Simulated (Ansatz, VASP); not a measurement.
TiAl3: VASP beside Ansatz

The input POSCAR:

```
TiAl3
1.0
    3.9479980998      0.0000000000      0.0000000000
    0.0000000000      3.9479980998      0.0000000000
    0.0000000000      0.0000000000      3.9479980998
Ti Al
1 3
Direct
    0.0000000000      0.0000000000      0.0000000000
    0.5000000000      0.5000000000      0.0000000000
    0.5000000000      0.0000000000      0.5000000000
    0.0000000000      0.5000000000      0.5000000000
```

INCAR.step1

```
SYSTEM = TiAl3
PREC = Accurate
ENCUT = 520
ISMEAR = 0
SIGMA = 0.1
LREAL = .FALSE.
LASPH = .TRUE.
NELM = 80
NBANDS = 18
GGA = PE
ALGO = Normal
EDIFF = 1E-4
LWAVE = .TRUE.
LCHARG = .FALSE.
```

File INCAR.step2:

```
SYSTEM = TiAl3
PREC = Accurate
ENCUT = 520
EDIFF = 1E-6
ISMEAR = 0
SIGMA = 0.1
LREAL = .FALSE.
LASPH = .TRUE.
NELM = 80
ALGO = Normal
ISIF = 2
LWAVE = .FALSE.
LCHARG = .FALSE.
METAGGA = R2SCAN
LMIXTAU = .TRUE.
NBANDS = 18
ISTART = 1
```

KPOINTS

```
regular mesh
0
G
  10 10 10
  0 0 0
```

Input for Ansatz:

```yaml
crystal:
  lattice:
    - [3.9479981012, 0.0, 0.0]
    - [0.0, 3.9479981012, 0.0]
    - [0.0, 0.0, 3.9479981012]
  atoms:
    - { symbol: Ti, position: [0.0, 0.0, 0.0] }
    - { symbol: Al, position: [0.5, 0.5, 0.0] }
    - { symbol: Al, position: [0.5, 0.0, 0.5] }
    - { symbol: Al, position: [0.0, 0.5, 0.5] }
basis:
  ecutwfc: 500
kpoints:
  mp_grid: { grid: [10, 10, 10] }
hamiltonian:
  xc: r2scan
  pseudopotentials: { kind: paw, azcp: { folder: soft_1 } }
scf:
  occupations: { method: gaussian, width: 0.1 }
output:
  forces: true
  stress: true
  eigenvalues: true
```

Alike in both runs: task single point; functional r2SCAN; k mesh 10 × 10 × 10; occupations gaussian, width 0.1 eV; no spin polarisation.

|  | VASP | Ansatz |
| --- | --- | --- |
| version | VASP 6.6.1 | Ansatz 0.2.0 |
| potentials or method | VASP PAW PBE potentials, release 64 (Ti_sv, Al) | scalar-relativistic, plane waves, PAW |
| plane-wave cutoff (eV) | 520 | 500 |
| valence electrons in the cell | 21 | 21 |

|  | VASP | Ansatz | Ansatz less VASP |
| --- | --- | --- | --- |
| gap on the k mesh at the Fermi level (eV) | none | none | - |
| pressure (GPa) | 0.6 | 0.6 | +0.06 |

A gap of «none» marks a metal or a gap that the smearing closes. With one functional, cell and mesh, what is left measures potentials, basis and numerics.

Caveats: the PAW data sets were made with another functional, which shifts forces and pressure a little (VASP).
